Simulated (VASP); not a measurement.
MnSi:

```
Mn Si
1.0
     3.07218    0.00000    0.00000
     0.00000    3.07218    0.00000
     0.00000    0.00000    3.07218
Mn Si
1 1
Direct
  0.00000 0.00000 0.00000
  0.50000 0.50000 0.50000
```

The cell was built by a generator and needn't be a form met in nature.

```yaml
Program: VASP 6.6.1
Task: relaxation of cell and atoms
Functional: PBE
Potentials_or_basis: VASP PAW PBE potentials, release 64 (Mn_pv, Si)
Cutoff: 600 eV
k_mesh: 9 × 9 × 9
Occupations: gaussian, width 0.05 eV
Spin: collinear spin, ferromagnetic start
Starting_moments: "[4.0, 0.0] μB"
```

At the start: pressure -17.6 GPa; volume 14.50 Å³/atom.

Task: Where does the relaxation end?

Result: Over 8 steps the energy falls by 444.0 meV/atom and the volume is 10.92 Å³/atom (-24.7 %); space group Pm-3m (No. 221, to 0.05 Å); moment 0.21 μB per cell.

The path:
| step | energy change (eV) | largest force (eV/Å) | pressure (GPa) | volume (Å³) |
| --- | --- | --- | --- | --- |
| 1 | 0.0000 | 0.0000 | -17.57 | 29.00 |
| 2 | -0.8577 | 0.0000 | -9.41 | 22.82 |
| 3 | -0.8842 | 0.0000 | -3.58 | 22.18 |
| 4 | -0.8576 | 0.0000 | 11.15 | 20.92 |
| 5 | -0.8880 | 0.0000 | -0.18 | 21.85 |
| 6 | -0.8876 | 0.0000 | 1.30 | 21.72 |
| 7 | -0.8870 | 0.0000 | -1.86 | 22.01 |
| 8 | -0.8880 | 0.0000 | -0.01 | 21.83 |

Final structure:
```cif
data_structure
_symmetry_space_group_name_H-M 'P 1'
_symmetry_Int_Tables_number 1
_cell_length_a 2.7950
_cell_length_b 2.7950
_cell_length_c 2.7950
_cell_angle_alpha 90.000
_cell_angle_beta 90.000
_cell_angle_gamma 90.000
_cell_volume 21.83
loop_
_atom_site_label
_atom_site_type_symbol
_atom_site_fract_x
_atom_site_fract_y
_atom_site_fract_z
_atom_site_occupancy
Mn1 Mn 0.00000 0.00000 0.00000 1
Si1 Si 0.50000 0.50000 0.50000 1
```

Caveat: the volume moved by over 15 % at a fixed basis, so the end points are rough; the moment fell far below its start of 4 μB, so a state of higher moment may lie lower in energy.
